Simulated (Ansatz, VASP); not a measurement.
**One calculation of SrTiO3, two programs**

INCAR

```
SYSTEM = SrTiO3
PREC = Accurate
ENCUT = 520
EDIFF = 1E-6
ISMEAR = 0
SIGMA = 0.05
LREAL = .False.
LASPH = .True.
NELM = 100
ALGO = Normal
ISIF = 2
LWAVE = .False.
LCHARG = .False.
GGA = PE
NBANDS = 28
```

Contents of KPOINTS:

```
Automatic mesh
0
Gamma
  8 8 8
  0 0 0
```

Contents of POSCAR:

```
SrTiO3
1.0
    3.9364035669      0.0000000000      0.0000000000
    0.0000000000      3.9364035669      0.0000000000
    0.0000000000      0.0000000000      3.9364035669
Sr Ti O
1 1 3
Direct
    0.0000000000      0.0000000000      0.0000000000
    0.3475766039      0.5000000000      0.5000000000
    0.0000000000      0.5000000000      0.5000000000
    0.5000000000      0.0000000000      0.5000000000
    0.5000000000      0.5000000000      0.0000000000
```

Input for Ansatz:

```yaml
crystal:
  lattice:
    - [3.9364035669, 0.0, 0.0]
    - [0.0, 3.9364035669, 0.0]
    - [0.0, 0.0, 3.9364035669]
  atoms:
    - { symbol: Sr, position: [0.0, 0.0, 0.0] }
    - { symbol: Ti, position: [0.3475766039, 0.5, 0.5] }
    - { symbol: O, position: [0.0, 0.5, 0.5] }
    - { symbol: O, position: [0.5, 0.0, 0.5] }
    - { symbol: O, position: [0.5, 0.5, 0.0] }
basis:
  ecutwfc: 420
kpoints:
  mp_grid: { grid: [8, 8, 8] }
hamiltonian:
  xc: pbe
scf:
  occupations: { method: gaussian, width: 0.05 }
output:
  forces: true
  stress: true
  eigenvalues: true
```

Alike in both runs: task single point; functional PBE; k mesh 8 × 8 × 8; occupations gaussian, width 0.05 eV; no spin polarisation.

|  | VASP | Ansatz |
| --- | --- | --- |
| version | VASP 6.6.1 | Ansatz 0.2.0 |
| potentials or method | VASP PAW PBE potentials, release 64 (Sr_sv, Ti_sv, O) | scalar-relativistic, plane waves, PAW |
| plane-wave cutoff (eV) | 520 | 420 |
| valence electrons in the cell | 40 | 40 |

```tsv
	VASP	Ansatz	Ansatz less VASP
gap on the k mesh at the Fermi level (eV)	1.81	1.87	+0.055
least direct gap on the mesh (eV)	2.50	2.55	+0.051
rms of the force components (eV/Å)	11.953	10.294	-1.6590
```

Atom by atom the forces differ by 1.667 eV/Å (rms over components).

Caveats: forces of over 1 eV/Å show positions far from the minimum, so gaps and moduli don't describe the material at rest. A k mesh can miss the band edges.
